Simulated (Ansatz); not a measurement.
Crystal: Ag.

```
Ag
1.0
    -1.65565    1.65565    1.65565
     1.65565   -1.65565    1.65565
     1.65565    1.65565   -1.65565
Ag
1
Direct
  0.00000 0.00000 0.00000
```

This isn't the form of Ag at room conditions, which is fcc.

```yaml
Program: Ansatz 0.2.0
Task: relaxation of cell and atoms
Functional: PBEsol
Dispersion: D3(BJ)-ATM
Potentials_or_basis: Ansatz PAW
Cutoff: "420 eV (not typed: the program's choice for these potentials)"
k_mesh: 11 × 11 × 11
Occupations: fermi-dirac, width 0.05 eV
Spin: no spin polarisation
```

At the start: volume 18.15 Å³/atom.

**Question.** Where does the relaxation end?

**Answer.** It ends after 6 steps and the volume is 16.22 Å³/atom (-10.7 %); space group Im-3m (No. 229, to 0.05 Å).

Step by step:
| step | energy change (eV) | largest force (eV/Å) | volume (Å³) |
| --- | --- | --- | --- |
| 1 | 0.0000 | 0.0000 | 18.15 |
| 2 | -0.0661 | 0.0000 | 15.63 |
| 3 | -0.0748 | 0.0000 | 16.38 |
| 4 | -0.0755 | 0.0000 | 16.23 |
| 5 | -0.0755 | 0.0000 | 16.22 |
| 6 | -0.0749 | 0.0000 | 16.22 |

Final structure:
```xyz
1
Lattice="-1.5945 1.5945 1.5945 1.5945 -1.5945 1.5945 1.5945 1.5945 -1.5945" Properties=species:S:1:pos:R:3 pbc="T T T"
Ag    0.0000    0.0000    0.0000
```

Caveat: the plane-wave basis is chosen anew once the cell has moved, so the energies of steps on either side of that aren't comparable; pairwise dispersion overbinds metals, which lowers pressure and volume; the PAW data sets come from PBE, with cores solved anew for the run's functional, which leaves a small shift of forces and pressure.
